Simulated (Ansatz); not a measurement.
Relaxed Li₃N (Li3N type, space group P6/mmm):

```
CELL_PARAMETERS angstrom
      3.63435     0.00000     0.00000
     -1.81718     3.14744     0.00000
      0.00000     0.00000     3.86452
ATOMIC_POSITIONS crystal
  Li 0.00000 0.00000 0.50000
  Li 0.33333 0.66667 0.00000
  Li 0.66667 0.33333 0.00000
  N  0.00000 0.00000 0.00000
```

A phonon eigenvector at Γ is frozen into this cell: atom i moves by Q times the vector below, so Q is the largest atomic displacement, in Å. The cell is held. It is one choice among 2 degenerate patterns.

```csv
atom,x,y,z
Li2,0.000,-1.000,0.000
Li3,0.000,1.000,0.000
```

Atoms not listed stay in place.

Computed with PBE (plane waves to 420 eV, PAW, scalar-relativistic; Ansatz, a program for electronic structure). k mesh 10×10×9 (Γ-centred), Fermi-Dirac smearing 0.05 eV. The energy includes the smearing's −TS. Left out: 4 of 13 points, with atoms too close for the PAW data. Li3N was relaxed with its symmetry unable to fall. The zero of ΔE is the undisplaced structure.

Q: What ΔE (meV/cell) does the calculation give at Q (Å) = -0.060, -0.030, 0.030, 0.060, 0.090, 0.120, 0.150, 0.180?

A: 
```tsv
Q (Å)	ΔE (meV/cell)
-0.060	35.9
-0.030	8.8
0.030	8.5
0.060	33.2
0.090	73.5
0.120	128.5
0.150	197.7
0.180	280.7
```

(A displaced cell: forces are minus the slopes of the energy, force constants its curvatures, and phonons follow from these.)
